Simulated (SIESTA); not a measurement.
Runs of SIESTA 5.4.2 on Cu. It takes space group Cmcm (No. 63, orthorhombic). Conventional cell: a = 2.437 Å, b = 7.953 Å, c = 2.475 Å, α = 90.00°, β = 90.00°, γ = 90.00°. Around Cu (site symmetry m2m) lie 10 Cu at 2.44 to 2.54 Å. This isn't the form of Cu at room conditions, which is fcc.

```tsv
task	level	potentials or basis	cell	k mesh	force tolerance	gap on the mesh (eV)	pressure (GPa)	V0 of scaled cells (Å³/atom)	B0 (GPa)	largest force (eV/Å)
equation of state	PBEsol	PseudoDojo 0.4 standard (PBEsol files), DZP (energy shift 0.003 Ry; two zetas on semicore shells)	as given	11 × 11 × 11	-	-	-	11.85	160	-
band structure	PBEsol	PseudoDojo 0.4 standard (PBEsol files), DZP (energy shift 0.003 Ry; two zetas on semicore shells)	as given	11 × 11 × 11	-	none	(b)	-	-	0.01
equation of state	LDA	PseudoDojo 0.4 standard (LDA files), DZP (energy shift 0.003 Ry; two zetas on semicore shells)	as given	11 × 11 × 11	-	-	-	(a)	184	-
relaxation of cell and atoms	PBEsol	PseudoDojo 0.4 standard (PBEsol files), DZP (energy shift 0.003 Ry; two zetas on semicore shells)	relaxed	8 × 8 × 8	0.04 eV/Å	none	0.0	-	-	0.01
```

Alike in all rows: no spin polarisation; smearing fermi-dirac 0.05 eV; grid cutoff 800 Ry; energy shift 0.003 Ry.

Problem. Fill in the values left out.

Solution. (a) 11.40; (b) -1.8.

Caveats: short orbitals over semicore shells can move pressures by several GPa; the basis of atomic orbitals isn't converged, which shifts pressures, moduli and gaps; the cell was scaled at fixed shape and fractional positions, which overstates the stiffness of a crystal with free parameters, most of all of layers and chains (some runs).

A k mesh can miss the band edges.

A gap of «none» marks a metal or a gap under the smearing width.

Not every run made on this cell is shown here.
